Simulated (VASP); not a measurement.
A run of VASP 6.6.1:

INCAR

```
SYSTEM = TiSe2
PREC     = Accurate       ! precision mode
ENCUT    = 600            ! plane-wave cutoff, eV
EDIFF    = 1E-7           ! SCF threshold, eV
ISMEAR   = 0              ! smearing method
SIGMA    = 0.03           ! smearing width, eV
LREAL    = .False.        ! projectors in reciprocal space
LASPH    = .True.         ! aspherical terms in the spheres
NELM     = 80             ! most SCF steps
ALGO     = Normal         ! electronic algorithm
ISIF     = 3              ! what is computed and relaxed
LWAVE    = .False.        ! write WAVECAR
LCHARG   = .False.        ! write CHGCAR
GGA      = PS             ! functional
IBRION   = 2              ! ionic algorithm
NSW      = 90             ! ionic steps
EDIFFG   = -0.005         ! ionic threshold
LATTICE_CONSTRAINTS= .TRUE. .TRUE. .FALSE.
```

KPOINTS

```
Automatic mesh
0
Gamma
  12 12 1
  0 0 0
```

The input POSCAR:

```
TiSe2                                   
1.0
    3.4577750359     -0.0000000000      0.0000000000
   -1.7288875180      2.9945210237      0.0000000000
    0.0000000000      0.0000000000     21.0644416000
  Se              Ti            
     2     1
Direct
     0.6666666699999979    0.3333333300000021    0.4259384533019952
     0.3333333300000021    0.6666666699999979    0.5740615466980047
     0.0000000000000000    0.0000000000000000    0.5000000000000000
```

Potentials or basis: VASP PAW PBE potentials, release 64 (Se, Ti_sv).

Run with:

```sh
$ cat potpaw_PBE.64/Se/POTCAR potpaw_PBE.64/Ti_sv/POTCAR > POTCAR
$ mpirun -np 1 vasp_std > vasp.out
```

Hardware: 1 thread of Intel(R) Xeon(R) Platinum 8259CL CPU @ 2.50GHz (Skylake/Cascade Lake), with other jobs on the host.

**Question.** How long does it take, and how much memory?

**Answer.** It took 3 min on 1 thread of Intel(R) Xeon(R) Platinum 8259CL CPU @ 2.50GHz (Skylake/Cascade Lake) (shared host), peak memory 0.43 GiB. Counts: scf iterations 33, k points 19, ion steps 2.
